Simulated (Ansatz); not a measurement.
# Zirconium, hcp under m-r²SCAN: from relaxation to bulk modulus, part 2 of 2

The plan for zirconium in the hcp structure: relax it, solve it on a dense k-mesh, then scale the cell to 7 volumes from 88 to 112 % of the relaxed one and try a fit of the equation of state. The start is ferromagnetic. The k-meshes are 11×11×6 for the relaxation; 18×18×10 for the dense run; 18×18×10 for the volumes. It starts from a deposited cell (COD).

Ansatz 0.2.0; DFT, m-r2SCAN, plane waves (500 eV) with PAW, scalar-relativistic. The steps go on from the part before.

## (9) Volume × 1.08

input.yaml

```yaml
crystal:
  lattice:
    - [3.3297749761, 0.0, 0.0]
    - [-1.664887488, 2.8836697182, 0.0]
    - [0.0, 0.0, 5.2832337617]
  atoms:
    - { symbol: Zr, position: [0.3333333333, 0.6666666667, 0.25], spin: 1.0 }
    - { symbol: Zr, position: [0.6666666667, 0.3333333333, 0.75], spin: 1.0 }
hamiltonian:
  xc: mr2scan
  pseudopotentials:
    kind: paw
    azcp:
      Zr: "pseudopotentials/Zr.paw.azcp"
basis:
  ecutwfc: 500
  fft_grid_basis: typed
kpoints:
  mp_grid: { grid: [18, 18, 10], shift: [0, 0, 0] }
magnetization:
  spin_polarized: true
scf:
  occupations: { method: fermi_dirac, width: 0.05 }
output:
  stress: true
```

The log of the run, shortened:

```text
Warning: RAYON_NUM_THREADS=4 ignored (pool sized by the plan → 4); use --threads N
[...]
Pseudopotentials: kind: paw
Pseudopotential: Zr, paw, valence charge 12, recommended cutoff 500 eV (meta_gga), <dir>
Functional definition: m-r2SCAN
[...]
Crystal: 2 atoms, lattice volume = 50.729 Å³
Basis set: ecut = 500 eV, 1279 PW (Γ), exchange–correlation on 100×100×160 points (64 copies of the dense FFT grid, shifted against one another)
Bands: 17, of which v1, the nominal top of the filled ones, is band 12 counted from 1 (11 counted from 0)
Symmetry: 24 space group operations
Space group: P63/mmc (ITA 194), of the structure as read, at distance tolerance 3.7e-5 Å
Magnetic group: BNS 194.263 (UNI 1493), of the structure as read, at distance tolerance 3.7e-5 Å
k-points: 222 of 3240
[...]
Starting moments: Σ|m| = 2 μB on 2 of 2 sites
[...]
WARN: the starting moments were not kept: the SCF closed with an absolute magnetisation of 2.7e-6 μB, where they sum to 2 μB in size (2 sites). That is at most 0.1 of that sum. Measured as dr2_m measures the in/out step, that magnetisation stands 4.6e-13 eV from none, at or under the [...]
this state was not tested for a lower state beside it, because the mixer in use, unlike msr1, does not test its closes by its own steps (another_mixer; see scf.mixing.algorithm and scf.lower_state_search)
SCF converged after 16 iterations
Magnetization: -0.0000 μB (12.0000 up, 12.0000 down)
Absolute magnetization: 0.0000 μB (∫|ρ↑−ρ↓|, with the PAW one-centre terms)
Spin contamination: 0.0000 ħ² per cell (⟨S²⟩ above its minimum at these occupations)
Per-site moments (μB) at R_I (Å): [(-7.018534328805798e-7, 1.347678611053945), (-7.018534329475101e-7, 1.347678611053945)]
Free energy (F): -8389.973964 eV
[...]
E sigma→0 (E₀):  -8389.967229 eV
Entropy (-TS):   -0.013471 eV (-6.736 meV/atom)
Fermi energy:    12.717971 eV
[...]
--- Stress (GPa, compression-positive) ---
       -6.370384      -0.000000       0.000000
       -0.000000      -6.370384       0.000000
        0.000000       0.000000      -6.516839
  P = ⅓ Tr σ = -6.4192 GPa (-64.192 kbar)
```

It took 17 s on 4 threads of an Arm CPU, shared host; peak memory 0.72 GiB.

## (10) Volume × 1.12

Changes to input.yaml since step 9:

```diff
@@ -2,5 +2,5 @@
   lattice:
-    - [3.3297749761, 0.0, 0.0]
-    - [-1.664887488, 2.8836697182, 0.0]
-    - [0.0, 0.0, 5.2832337617]
+    - [3.3703859904, 0.0, 0.0]
+    - [-1.6851929952, 2.9188398883, 0.0]
+    - [0.0, 0.0, 5.3476697923]
   atoms:
```

The log of the run, shortened:

```text
Warning: RAYON_NUM_THREADS=4 ignored (pool sized by the plan → 4); use --threads N
[...]
[... 3 set-up lines as earlier in the session ...]
[...]
Crystal: 2 atoms, lattice volume = 52.608 Å³
Basis set: ecut = 500 eV, 1363 PW (Γ), exchange–correlation on 100×100×160 points (64 copies of the dense FFT grid, shifted against one another)
Bands: 17, of which v1, the nominal top of the filled ones, is band 12 counted from 1 (11 counted from 0)
[... 2 set-up lines as earlier in the session ...]
Magnetic group: BNS 194.263 (UNI 1493), of the structure as read, at distance tolerance 3.7e-5 Å
k-points: 222 of 3240
[...]
Starting moments: Σ|m| = 2 μB on 2 of 2 sites
[...]
WARN: the starting moments were not kept: the SCF closed with an absolute magnetisation of 5.2e-6 μB, where they sum to 2 μB in size (2 sites). That is at most 0.1 of that sum. Measured as dr2_m measures the in/out step, that magnetisation stands 1.6e-12 eV from none, at or under the [...]
this state was not tested for a lower state beside it, because the mixer in use, unlike msr1, does not test its closes by its own steps (another_mixer; see scf.mixing.algorithm and scf.lower_state_search)
SCF converged after 17 iterations
Magnetization: -0.0000 μB (12.0000 up, 12.0000 down)
Absolute magnetization: 0.0000 μB (∫|ρ↑−ρ↓|, with the PAW one-centre terms)
Spin contamination: 0.0000 ħ² per cell (⟨S²⟩ above its minimum at these occupations)
Per-site moments (μB) at R_I (Å): [(-1.5110094281822922e-6, 1.3641153360029519), (-1.5110094282227564e-6, 1.3641153360029519)]
Free energy (F): -8389.883538 eV
[...]
E sigma→0 (E₀):  -8389.876559 eV
Entropy (-TS):   -0.013956 eV (-6.978 meV/atom)
Fermi energy:    12.179366 eV
[...]
--- Stress (GPa, compression-positive) ---
       -8.850010       0.000000       0.000000
       -0.000000      -8.850010       0.000000
        0.000000       0.000000      -9.090614
  P = ⅓ Tr σ = -8.9302 GPa (-89.302 kbar)
```

Wall time 19 s (4 threads of an Arm CPU, shared host); peak memory 0.74 GiB.

## (11) The equation of state

All volumes keep the relaxed shape and fractional coordinates.

```
V (Å³/atom)  E − E₀ (meV/atom)  P from the stress (GPa)  P from the fit (GPa)
     20.668              121.5                    14.95                 14.93
     21.607               51.4                     9.15                  9.15
     22.546               12.4                     4.25                  4.26
     23.486                0.0                     0.09                  0.10
     24.425               10.1                    -3.44                 -3.43
     25.365               39.2                    -6.42                 -6.43
     26.304               84.6                    -8.93                 -8.98
```

Fit (Birch-Murnaghan, third order): V₀ = 23.510 Å³/atom, B₀ = 95 GPa, B₀′ = 3.1, largest residual 0.03 meV/atom.

## (12) Summary of results

What follows sums up all 2 parts.

```
                      quantity                                   value
space group (spins left aside)                      P6_3/mmc (No. 194)
             conventional cell  a = 3.245 Å, c = 5.149 Å (c/a = 1.587)
                        volume                          23.486 Å³/atom
             shortest distance                                 3.184 Å
   against the measured volume                 +0.9 % (23.281 Å³/atom)
               gap on the mesh            none (levels filled in part)
                magnetic state                            non-magnetic
                   V₀, B₀, B₀′             23.510 Å³/atom, 95 GPa, 3.1
```

**Reading.** Against experiment, m-r²SCAN misses the volume by +0.9 %. Zero-point motion and any thermal expansion in the deposited cell, which the calculation lacks, would widen the miss. The moments die out: the run ends non-magnetic. Levels at the Fermi energy are filled in part, as in a metal. B₀ comes out at 95 GPa; letting shape and positions relax at each volume could only lower it.
